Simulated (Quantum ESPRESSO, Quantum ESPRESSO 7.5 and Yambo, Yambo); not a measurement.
# As (buckled honeycomb monolayer): G0W0 with Yambo, start to end

Aim: the G0W0 gap of As (buckled honeycomb monolayer) on PBE, step by step.

Calculated with Quantum ESPRESSO 7.5 and Yambo 5.3.0; PBE and many-body steps on it, plane waves.

### Step 1. The structure

The cell holds 2 atoms: 2 As. Cell: a = 3.611 Å, b = 3.611 Å, c = 14.000 Å, α = 90.0°, β = 90.0°, γ = 120.0°. Vacuum lies along c.

The structure was relaxed with PBE. The runs that relaxed it are not among those shown.

### Step 2. Ground state

This step: Quantum ESPRESSO 7.5; DFT, PBE, plane waves, norm-conserving pseudopotentials.

The ground-state density comes first.

Contents of pw.in:

```
&control
  calculation = 'scf'
  prefix = 'x'
  outdir = 'o'
  pseudo_dir = 'pseudo'
/
&system
  ibrav = 0
  nat = 2
  ntyp = 1
  ecutwfc = 100.0
  nbnd = 28
  force_symmorphic = .true.
/
&electrons
  conv_thr = 1e-10
  electron_maxstep = 80
  mixing_beta = 0.5
/
ATOMIC_SPECIES
  As 74.922 As.upf
CELL_PARAMETERS angstrom
  3.6112698141 -0.0000000000 0.0000000000
  -1.8056349070 3.1274513989 0.0000000000
  0.0000000000 0.0000000000 14.0000000000
ATOMIC_POSITIONS crystal
  As 0.3333333333 0.6666666667 0.4503483115
  As 0.6666666667 0.3333333333 0.5496516885
K_POINTS automatic
  12 12 1 0 0 0
```

Launch:

```console
OMP_NUM_THREADS=1 mpirun -n 8 pw.x -nk 8 -in pw.in > pw.out
```

Output:

```text
Program PWSCF v.7.5 starts

     This program is part of the open-source Quantum ESPRESSO suite
     for quantum simulation of materials; please cite
         "P. Giannozzi et al., J. Phys.:Condens. Matter 21 395502 (2009);
         "P. Giannozzi et al., J. Phys.:Condens. Matter 29 465901 (2017);
         "P. Giannozzi et al., J. Chem. Phys. 152 154105 (2020);
     in publications or presentations arising from this work. More details at
     Message from routine setup:
     using ibrav=0 with symmetry is DISCOURAGED, use correct ibrav instead

     G-vector sticks info

     bravais-lattice index     =            0
     lattice parameter (alat)  =       6.8243  a.u.
     unit-cell volume          =    1067.0263 (a.u.)^3
     number of atoms/cell      =            2
     number of atomic types    =            1
     number of electrons       =        46.00
     number of Kohn-Sham states=           28
     kinetic-energy cutoff     =     100.0000  Ry
     charge density cutoff     =     400.0000  Ry
     scf convergence threshold =      1.0E-10
     mixing beta               =       0.5000
     number of iterations used =            8  plain     mixing
     Exchange-correlation= PBE
                           (   1   4   3   4   0   0   0)

     celldm(1)=   6.824311  celldm(2)=   0.000000  celldm(3)=   0.000000
     celldm(4)=   0.000000  celldm(5)=   0.000000  celldm(6)=   0.000000

     crystal axes: (cart. coord. in units of alat)
               a(1) = (   1.000000  -0.000000   0.000000 )
               a(2) = (  -0.500000   0.866025   0.000000 )
               a(3) = (   0.000000   0.000000   3.876753 )

     reciprocal axes: (cart. coord. in units 2 pi/alat)
               b(1) = (  1.000000  0.577350 -0.000000 )
               b(2) = (  0.000000  1.154701 -0.000000 )
               b(3) = ( -0.000000 -0.000000  0.257948 )
     Pseudo is Norm-conserving + core correction, Zval = 23.0
     Generated using ONCVPSP code by D. R. Hamann
     Using radial grid of 1358 points,  6 beta functions with:
     As               23.00    74.92200     As( 1.00)

     12 Sym. Ops., with inversion, found

   Cartesian axes

     site n.     atom                  positions (alat units)
         1        As     tau(   1) = (  -0.0000000   0.5773503   1.7458890  )
         2        As     tau(   2) = (   0.5000000   0.2886751   2.1308637  )

     number of k points=    19
                       cart. coord. in units 2pi/alat
        k(    1) = (   0.0000000   0.0000000   0.0000000), wk =   0.0138889
        k(    2) = (   0.0000000   0.0962250   0.0000000), wk =   0.0833333
        k(    3) = (   0.0000000   0.1924501   0.0000000), wk =   0.0833333
        k(    4) = (   0.0000000   0.2886751   0.0000000), wk =   0.0833333
        k(    5) = (   0.0000000   0.3849002   0.0000000), wk =   0.0833333
        k(    6) = (   0.0000000   0.4811252   0.0000000), wk =   0.0833333
        k(    7) = (   0.0000000  -0.5773503   0.0000000), wk =   0.0416667
        k(    8) = (   0.0833333   0.1443376   0.0000000), wk =   0.0833333
        k(    9) = (   0.0833333   0.2405626   0.0000000), wk =   0.1666667
        k(   10) = (   0.0833333   0.3367877   0.0000000), wk =   0.1666667
     [... 7 further rows ...]
        k(   18) = (   0.2500000   0.5292377   0.0000000), wk =   0.1666667
        k(   19) = (   0.3333333   0.5773503   0.0000000), wk =   0.0277778

     Dense  grid:   144181 G-vectors     FFT dimensions: (  45,  45, 180)

     Initial potential from superposition of free atoms

     starting charge      45.9995, renormalised to      46.0000
     Starting wfcs are   26 randomized atomic wfcs +    2 random wfcs

     per-process dynamical memory:   103.5 Mb

     Self-consistent Calculation

     iteration #  1     ecut=   100.00 Ry     beta= 0.50

     Threshold (ethr) on eigenvalues was too large:
     Diagonalizing with lowered threshold

     total energy              =   -1221.02029920 Ry
     estimated scf accuracy    <       0.02090100 Ry

     iteration #  2     ecut=   100.00 Ry     beta= 0.50

     total energy              =   -1221.02048189 Ry
     estimated scf accuracy    <       0.00369591 Ry

     iteration #  3     ecut=   100.00 Ry     beta= 0.50

     total energy              =   -1221.02065685 Ry
     estimated scf accuracy    <       0.00007853 Ry

     iteration #  4     ecut=   100.00 Ry     beta= 0.50

     total energy              =   -1221.02066274 Ry
     estimated scf accuracy    <       0.00000731 Ry

     iteration #  5     ecut=   100.00 Ry     beta= 0.50

     total energy              =   -1221.02066348 Ry
     estimated scf accuracy    <       0.00000016 Ry

     iteration #  6     ecut=   100.00 Ry     beta= 0.50

     total energy              =   -1221.02066351 Ry
     estimated scf accuracy    <       0.00000002 Ry

     iteration #  7     ecut=   100.00 Ry     beta= 0.50

     total energy              =   -1221.02066352 Ry
     estimated scf accuracy    <          6.9E-10 Ry

     iteration #  8     ecut=   100.00 Ry     beta= 0.50

     total energy              =   -1221.02066352 Ry
     estimated scf accuracy    <          1.4E-10 Ry

     iteration #  9     ecut=   100.00 Ry     beta= 0.50

     End of self-consistent calculation

          k = 0.0000 0.0000 0.0000 ( 18001 PWs)   bands (ev):

  -185.6156-185.6150-129.0136-129.0136-129.0112-129.0112-128.9556-128.9535
   -36.0724 -36.0724 -36.0393 -36.0393 -35.9786 -35.9637 -35.9637 -35.9205
   -35.9088 -35.9088 -14.3315  -8.0643  -1.4310  -0.9090  -0.9090   1.0392
     2.5909   2.5909   3.6642   3.9630

          k = 0.0000 0.0962 0.0000 ( 17967 PWs)   bands (ev):

  -185.6156-185.6150-129.0136-129.0136-129.0112-129.0112-128.9555-128.9536
   -36.0724 -36.0707 -36.0387 -36.0376 -35.9790 -35.9647 -35.9629 -35.9216
   -35.9106 -35.9089 -14.2398  -8.0534  -1.7899  -1.3879  -1.1128   1.6568
     2.4756   2.7994   3.7775   4.0984

          k = 0.0000 0.1925 0.0000 ( 17989 PWs)   bands (ev):

  -185.6155-185.6151-129.0136-129.0135-129.0113-129.0112-128.9554-128.9537
   -36.0722 -36.0658 -36.0366 -36.0330 -35.9799 -35.9678 -35.9608 -35.9255
   -35.9150 -35.9092 -13.9675  -8.0679  -3.0918  -1.5658  -1.2975   1.3573
     3.1454   3.2110   4.0967   4.4631

          k = 0.0000 0.2887 0.0000 ( 18001 PWs)   bands (ev):

     [... further k-points ...]

     highest occupied, lowest unoccupied level (ev):    -0.9090    0.7366

!    total energy              =   -1221.02066352 Ry
     estimated scf accuracy    <          3.3E-12 Ry

     The total energy is the sum of the following terms:
     one-electron contribution =   -2893.35697663 Ry
     hartree contribution      =    1397.79642297 Ry
     xc contribution           =    -110.50593699 Ry
     ewald contribution        =     385.04582713 Ry

     convergence has been achieved in   9 iterations

     XML data file, charge density, pseudopotentials, collected wavefunctions

=------------------------------------------------------------------------------=
   JOB DONE.
=------------------------------------------------------------------------------=
```

Elapsed: 37 s, on 8 MPI ranks of Arm Neoverse V1, shared host; peak memory 1.3 GiB.

Numbers from this step:

```yaml
total_energy: -16612.8324 eV
gap: 1.646 eV
k_of_the_valence_top: 0, 0, 0
k_of_the_conduction_bottom: 0, 0.3333, 0
least_direct_gap: 1.948 eV
```

The gap is indirect, with the least direct gap 0.30 eV higher.

### Step 3. Bands along the symmetry lines

The cheap functional maps the bands first; the places of the edges decide which points the dearer methods must see.

Contents of pw.in:

```
&control
  calculation = 'bands'
  prefix = 'x'
  outdir = 'o'
  pseudo_dir = 'pseudo'
/
&system
  ibrav = 0
  nat = 2
  ntyp = 1
  ecutwfc = 100.0
  nbnd = 29
  force_symmorphic = .true.
/
&electrons
  conv_thr = 1e-9
  electron_maxstep = 80
  diago_full_acc = .true.
  diago_thr_init = 5e-6
/
ATOMIC_SPECIES
  As 74.922 As.upf
CELL_PARAMETERS angstrom
  3.6112698141 -0.0000000000 0.0000000000
  -1.8056349070 3.1274513989 0.0000000000
  0.0000000000 0.0000000000 14.0000000000
ATOMIC_POSITIONS crystal
  As 0.3333333333 0.6666666667 0.4503483115
  As 0.6666666667 0.3333333333 0.5496516885
K_POINTS crystal
  25
  0.00000000 0.00000000 0.00000000 1
  0.06250000 0.00000000 0.00000000 1
  0.12500000 0.00000000 0.00000000 1
  0.18750000 0.00000000 0.00000000 1
  0.25000000 0.00000000 0.00000000 1
  0.31250000 0.00000000 0.00000000 1
  0.37500000 0.00000000 0.00000000 1
  0.43750000 0.00000000 0.00000000 1
  0.50000000 0.00000000 0.00000000 1
  0.47916667 0.04166667 0.00000000 1
  0.45833333 0.08333333 0.00000000 1
  0.43750000 0.12500000 0.00000000 1
  0.41666666 0.16666666 0.00000000 1
  0.39583333 0.20833333 0.00000000 1
  0.37500000 0.25000000 0.00000000 1
  0.35416666 0.29166666 0.00000000 1
  0.33333333 0.33333333 0.00000000 1
  0.29166666 0.29166666 0.00000000 1
  0.25000000 0.25000000 0.00000000 1
  0.20833333 0.20833333 0.00000000 1
  0.16666666 0.16666666 0.00000000 1
  0.12500000 0.12500000 0.00000000 1
  0.08333333 0.08333333 0.00000000 1
  0.04166667 0.04166667 0.00000000 1
  0.00000000 0.00000000 0.00000000 1
```

Output:

```text
[banner, memory and clock lines left out]
Program PWSCF v.7.5 starts

     Atomic positions and unit cell read from directory:
     o/x.save/

     Message from routine setup:
     using ibrav=0 with symmetry is DISCOURAGED, use correct ibrav instead

     G-vector sticks info

     bravais-lattice index     =            0
     lattice parameter (alat)  =       6.8243  a.u.
     unit-cell volume          =    1067.0263 (a.u.)^3
     number of atoms/cell      =            2
     number of atomic types    =            1
     number of electrons       =        46.00
     number of Kohn-Sham states=           29
     kinetic-energy cutoff     =     100.0000  Ry
     charge density cutoff     =     400.0000  Ry
     Exchange-correlation= PBE
                           (   1   4   3   4   0   0   0)

     celldm(1)=   6.824311  celldm(2)=   0.000000  celldm(3)=   0.000000
     celldm(4)=   0.000000  celldm(5)=   0.000000  celldm(6)=   0.000000

     crystal axes: (cart. coord. in units of alat)
               a(1) = (   1.000000  -0.000000   0.000000 )
               a(2) = (  -0.500000   0.866025   0.000000 )
               a(3) = (   0.000000   0.000000   3.876753 )

     reciprocal axes: (cart. coord. in units 2 pi/alat)
               b(1) = (  1.000000  0.577350 -0.000000 )
               b(2) = (  0.000000  1.154701 -0.000000 )
               b(3) = ( -0.000000 -0.000000  0.257948 )
     Pseudo is Norm-conserving + core correction, Zval = 23.0
     Generated using ONCVPSP code by D. R. Hamann
     Using radial grid of 1358 points,  6 beta functions with:
     As               23.00    74.92200     As( 1.00)

     12 Sym. Ops., with inversion, found

   Cartesian axes

     site n.     atom                  positions (alat units)
         1        As     tau(   1) = (  -0.0000000   0.5773503   1.7458890  )
         2        As     tau(   2) = (   0.5000000   0.2886751   2.1308637  )

     number of k points=    25
                       cart. coord. in units 2pi/alat
        k(    1) = (   0.0000000   0.0000000   0.0000000), wk =   0.0800000
        k(    2) = (   0.0625000   0.0360844   0.0000000), wk =   0.0800000
        k(    3) = (   0.1250000   0.0721688   0.0000000), wk =   0.0800000
[...]
[... 13 further rows ...]
        k(   24) = (   0.0416667   0.0721688   0.0000000), wk =   0.0800000
        k(   25) = (   0.0000000   0.0000000   0.0000000), wk =   0.0800000

     Dense  grid:   144181 G-vectors     FFT dimensions: (  45,  45, 180)

     The potential is recalculated from file :
     o/x.save/charge-density

     Starting wfcs are   26 randomized atomic wfcs +    3 random wfcs

     Band Structure Calculation

     End of band structure calculation

          k = 0.0000 0.0000 0.0000 ( 18001 PWs)   bands (ev):

  -185.6156-185.6150-129.0136-129.0136-129.0112-129.0112-128.9556-128.9535
   -36.0724 -36.0724 -36.0393 -36.0393 -35.9786 -35.9637 -35.9637 -35.9205
   -35.9088 -35.9088 -14.3315  -8.0643  -1.4310  -0.9090  -0.9090   1.0392
     2.5909   2.5909   3.6642   3.9630   5.6607

          k = 0.0625 0.0361 0.0000 ( 17973 PWs)   bands (ev):

  -185.6156-185.6150-129.0136-129.0136-129.0112-129.0112-128.9556-128.9536
   -36.0724 -36.0714 -36.0389 -36.0384 -35.9788 -35.9643 -35.9632 -35.9211
[...]
2.4820   2.7140   3.7291   4.0390   5.7178

          k = 0.1250 0.0722 0.0000 ( 17969 PWs)   bands (ev):

  -185.6156-185.6150-129.0136-129.0135-129.0113-129.0112-128.9555-128.9536
[...]
2.7527   3.0028   3.9120   4.2645   5.8474

[...]
k = 0.0417 0.0722 0.0000 ( 17975 PWs)   bands (ev):

  -185.6156-185.6150-129.0136-129.0136-129.0112-129.0112-128.9555-128.9536
[...]
2.4158   2.7827   3.7499   4.0647   5.7345

          k = 0.0000 0.0000 0.0000 ( 18001 PWs)   bands (ev):

  -185.6156-185.6150-129.0136-129.0136-129.0112-129.0112-128.9556-128.9535
   -36.0724 -36.0724 -36.0393 -36.0393 -35.9786 -35.9637 -35.9637 -35.9205
   -35.9088 -35.9088 -14.3315  -8.0643  -1.4310  -0.9090  -0.9090   1.0392
     2.5909   2.5909   3.6642   3.9630   5.6607

     XML data file, pseudopotentials, collected wavefunctions
```

It took 12 s on 8 MPI ranks; peak memory 1.1 GiB; 99 s of CPU time.

This step gave:

| Quantity | Value |
| --- | --- |
| gap | 1.630 eV |
| k of the valence top | 0, 0, 0 |
| k of the conduction bottom | 0.3125, 0, 0 |
| least direct gap | 1.948 eV |

The gap is 1.630 eV, −0.015 eV from the run before at this level.

Electronic bands along the path, in eV, zero at the top of the highest filled band:

| point | band 20 | band 21 | band 22 | band 23 | band 24 | band 25 | band 26 | band 27 |
| --- | --- | --- | --- | --- | --- | --- | --- | --- |
| Γ | -7.16 | -0.52 | 0.00 | 0.00 | 1.95 | 3.50 | 3.50 | 4.57 |
| halfway | -7.35 | -3.17 | -1.14 | -0.41 | 1.75 | 4.31 | 4.42 | 5.53 |
| M | -9.08 | -3.38 | -1.86 | -1.54 | 2.00 | 3.18 | 4.52 | 6.29 |
| halfway | -9.22 | -3.72 | -2.43 | -1.55 | 2.70 | 3.66 | 4.20 | 6.82 |
| K | -9.91 | -4.32 | -1.96 | -1.96 | 2.04 | 4.59 | 4.59 | 8.05 |
| halfway | -7.52 | -3.17 | -2.23 | -0.39 | 2.80 | 3.49 | 4.72 | 5.81 |
| Γ | -7.16 | -0.52 | 0.00 | 0.00 | 1.95 | 3.50 | 3.50 | 4.57 |

The electronic bands as a text plot (rows in eV, shown from -8.0 to 4.9 only):

```
    4.6 |++++++   +++++++++++++++     ++++++++   +++++++++   ++++
    4.1 |    ++++++++++          ++++++    +++            +++
    3.5 |++++++        +++++       +          +++   ++++++   ++++
    3.0 |                   +++++++              ++++++++++++
    2.5 | +++++                 +  ++++    ++++++            +++
    1.9 |+     ++++++  +++++++++       ++++                     +
    1.4 |            ++
    0.8 |
    0.3 |
   -0.2 |************                               *************
   -0.8 |****  ***   *****                       ***      *******
   -1.3 |    **   *****   **********       ******      ***
   -1.8 |              *********    *******               ***
   -2.4 |      ***              *********  ***      ***
   -2.9 |         ***                         ************
   -3.4 |            **************           ******
   -4.0 |                          ****    ***
   -4.5 |                              ****
   -5.1 |
   -5.6 |
   -6.1 |
   -6.7 |
   -7.2 |************                                  **********
   -7.7 |            **                             ***
         Γ                   M           K                      Γ
```

### Step 4. Empty states on the mesh, 6×6×1 mesh, 97 bands

The sums over transitions need many empty states on a uniform mesh; this step solves for them.

Contents of pw.in:

```
&control
  calculation = 'nscf'
  prefix = 'x'
  outdir = 'o'
  pseudo_dir = 'pseudo'
/
&system
  ibrav = 0
  nat = 2
  ntyp = 1
  ecutwfc = 100.0
  nbnd = 97
  force_symmorphic = .true.
/
&electrons
  conv_thr = 1e-9
  electron_maxstep = 80
  diago_full_acc = .true.
  diago_thr_init = 5e-6
/
ATOMIC_SPECIES
  As 74.922 As.upf
CELL_PARAMETERS angstrom
  3.6112698141 -0.0000000000 0.0000000000
  -1.8056349070 3.1274513989 0.0000000000
  0.0000000000 0.0000000000 14.0000000000
ATOMIC_POSITIONS crystal
  As 0.3333333333 0.6666666667 0.4503483115
  As 0.6666666667 0.3333333333 0.5496516885
K_POINTS automatic
  6 6 1 0 0 0
```

Launch:

```console
OMP_NUM_THREADS=1 mpirun -n 8 pw.x -nk 4 -in pw.in > pw.out
```

Output:

```text
[banner, memory and clock lines left out]
Program PWSCF v.7.5 starts

     Atomic positions and unit cell read from directory:
     o/x.save/

     Message from routine setup:
     using ibrav=0 with symmetry is DISCOURAGED, use correct ibrav instead

     bravais-lattice index     =            0
     lattice parameter (alat)  =       6.8243  a.u.
     unit-cell volume          =    1067.0263 (a.u.)^3
     number of atoms/cell      =            2
     number of atomic types    =            1
     number of electrons       =        46.00
     number of Kohn-Sham states=           97
     kinetic-energy cutoff     =     100.0000  Ry
     charge density cutoff     =     400.0000  Ry
     Exchange-correlation= PBE
                           (   1   4   3   4   0   0   0)

     celldm(1)=   6.824311  celldm(2)=   0.000000  celldm(3)=   0.000000
     celldm(4)=   0.000000  celldm(5)=   0.000000  celldm(6)=   0.000000

     crystal axes: (cart. coord. in units of alat)
               a(1) = (   1.000000  -0.000000   0.000000 )
               a(2) = (  -0.500000   0.866025   0.000000 )
               a(3) = (   0.000000   0.000000   3.876753 )

     reciprocal axes: (cart. coord. in units 2 pi/alat)
               b(1) = (  1.000000  0.577350 -0.000000 )
               b(2) = (  0.000000  1.154701 -0.000000 )
               b(3) = ( -0.000000 -0.000000  0.257948 )
     Pseudo is Norm-conserving + core correction, Zval = 23.0
     Generated using ONCVPSP code by D. R. Hamann
     Using radial grid of 1358 points,  6 beta functions with:
     As               23.00    74.92200     As( 1.00)

     12 Sym. Ops., with inversion, found

   Cartesian axes

     site n.     atom                  positions (alat units)
         1        As     tau(   1) = (  -0.0000000   0.5773503   1.7458890  )
         2        As     tau(   2) = (   0.5000000   0.2886751   2.1308637  )

     number of k points=     7
                       cart. coord. in units 2pi/alat
        k(    1) = (   0.0000000   0.0000000   0.0000000), wk =   0.0555556
        k(    2) = (   0.0000000   0.1924501   0.0000000), wk =   0.3333333
        k(    3) = (   0.0000000   0.3849002   0.0000000), wk =   0.3333333
        k(    4) = (   0.0000000  -0.5773503   0.0000000), wk =   0.1666667
        k(    5) = (   0.1666667   0.2886751   0.0000000), wk =   0.3333333
        k(    6) = (   0.1666667   0.4811252   0.0000000), wk =   0.6666667
        k(    7) = (   0.3333333   0.5773503   0.0000000), wk =   0.1111111

     Dense  grid:   144181 G-vectors     FFT dimensions: (  45,  45, 180)

     The potential is recalculated from file :
     o/x.save/charge-density

     Starting wfcs are   26 randomized atomic wfcs +   71 random wfcs

     Band Structure Calculation

     End of band structure calculation

          k = 0.0000 0.0000 0.0000 ( 18001 PWs)   bands (ev):

  -185.6156-185.6150-129.0136-129.0136-129.0112-129.0112-128.9556-128.9535
   -36.0725 -36.0725 -36.0393 -36.0393 -35.9786 -35.9637 -35.9637 -35.9205
   -35.9088 -35.9088 -14.3315  -8.0643  -1.4310  -0.9090  -0.9090   1.0392
     2.5909   2.5909   3.6642   3.9630   5.6607   6.9897   8.2441   9.2675
[...]
33.9040

          k = 0.0000 0.1925 0.0000 ( 17989 PWs)   bands (ev):

  -185.6155-185.6151-129.0136-129.0135-129.0113-129.0112-128.9554-128.9537
[...]
34.9174

          k = 0.0000 0.3849 0.0000 ( 18027 PWs)   bands (ev):

  -185.6155-185.6151-129.0137-129.0132-129.0117-129.0111-128.9551-128.9540
[...]
29.6868  29.9012  29.9846  30.4616  30.6567  31.1708  31.3293  31.6336
    32.3108  33.1659  33.2826  33.4428  33.5312  33.6466  33.8154  33.8323
    34.3604

          k = 0.0000-0.5774 0.0000 ( 18060 PWs)   bands (ev):

     [... further k-points ...]

     highest occupied, lowest unoccupied level (ev):    -0.9090    0.7366

     XML data file, pseudopotentials, collected wavefunctions
```

Wall time 18 s (8 MPI ranks); peak memory 1.1 GiB.

This step gave:

| Item | Value |
| --- | --- |
| gap | 1.646 eV |
| k of the valence top | 0, 0, 0 |
| k of the conduction bottom | 0, 0.3333, 0 |
| least direct gap | 1.948 eV |
| k points computed | 7 |
| lowest point of the top converged band, above the valence top | 34.81 eV |

On this mesh the gap is 1.646 eV.

[end of part 1 of 2]

[Paths, hosts, dates, memory and timing lines, banners, echoed tables and standing remarks are left out of the program output.]

[Logs are printed without paths, hosts, clocks, repeated set-up lines and the standing remarks that a program may print on its own settings, such as how far it seeks lower states.]

[Runs of the session that timed out or met a known fault of the program may be left out.]

[Hosts, paths, dates, database ids (printed as entryN), source tags and the programs' standing remarks are cut or masked in the printed files.]
